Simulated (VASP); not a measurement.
MgS in VASP 6.6.1, single-point calculation

INCAR

```
LASPH = .TRUE.
LCHARG = .FALSE.
ENCUT = 520
NBANDS = 11
NSW = 0
ISIF = 2
PREC = Accurate
LWAVE = .FALSE.
ISMEAR = -1
NELM = 120
SIGMA = 0.02
EDIFF = 1E-8
IBRION = -1
LREAL = .FALSE.
GGA = PE
```

KPOINTS

```
KPOINTS created by Atomic Simulation Environment
0
Gamma
8 8 8
0 0 0
```

POSCAR

```
Mg S
 1.0000000000000000
     0.0000000000000000    2.8308768411999998    2.8591856095999999
     2.8308768411999998    0.0000000000000000    2.8591856095999999
     2.8308768411999998    2.8308768411999998    0.0000000000000000
 Mg  S
   1   1
Cartesian
  0.0000000000000000  0.0000000000000000  0.0000000000000000
  1.4154384205999997  1.4154384205999997  1.4295928047999999
```

The recommended PBE PAW datasets give the neutral cell 8 valence electrons.

Command

```
mpirun -np 1 vasp_std
```

Question: Predict the outcome of this run.

Answer: It converged. Results: gap between bands v and c on the k mesh 3.40 eV; least direct gap on the k mesh 3.40 eV; pressure 0.3 GPa. Band v is the last that the valence electrons fill when counted band by band, and c is the next.

OSZICAR

```
N       E                     dE             d eps       ncg     rms          rms(c)
DAV:   1     0.235057789751E+02    0.23506E+02   -0.32756E+03  1322   0.566E+02
DAV:   2    -0.717859044401E+01   -0.30684E+02   -0.28803E+02  1650   0.999E+01
DAV:   3    -0.897653752492E+01   -0.17979E+01   -0.17954E+01  1603   0.257E+01
DAV:   4    -0.899147682386E+01   -0.14939E-01   -0.14938E-01  1568   0.287E+00
DAV:   5    -0.899166363834E+01   -0.18681E-03   -0.18681E-03  1701   0.317E-01    0.402E+00
DAV:   6    -0.849935204509E+01    0.49231E+00   -0.12422E+00  1433   0.413E+00    0.307E+00
DAV:   7    -0.846532055211E+01    0.34031E-01   -0.26982E-01  1547   0.211E+00    0.240E+00
DAV:   8    -0.847303774438E+01   -0.77172E-02   -0.24166E-02  1424   0.933E-01    0.137E+00
DAV:   9    -0.847211464601E+01    0.92310E-03   -0.25199E-03  1478   0.247E-01    0.449E-01
DAV:  10    -0.847232306818E+01   -0.20842E-03   -0.71320E-04  1469   0.124E-01    0.913E-02
DAV:  11    -0.847232899902E+01   -0.59308E-05   -0.55697E-05  1561   0.304E-02    0.583E-02
DAV:  12    -0.847233032816E+01   -0.13291E-05   -0.73164E-06  1520   0.133E-02    0.647E-03
DAV:  13    -0.847233030867E+01    0.19488E-07   -0.33799E-07  1603   0.286E-03    0.966E-04
DAV:  14    -0.847233031267E+01   -0.40041E-08   -0.17038E-08  1584   0.735E-04
   1 F= -.84723303E+01 E0= -.84723303E+01  d E =-.185628E-11
```

Standard output (part)

```
POSCAR found type information on POSCAR MgS
 POSCAR found :  2 types and       2 ions
 LDA part: xc-table for (Slater+PW92), standard interpolation
 POSCAR, INCAR and KPOINTS ok, starting setup
 WAVECAR not read
 entering main loop
```

For comparison, a separate PBE run of the intended cell, on usual settings and not on those above, gives a gap of 3.40 eV on its mesh and a pressure of 0.3 GPa.
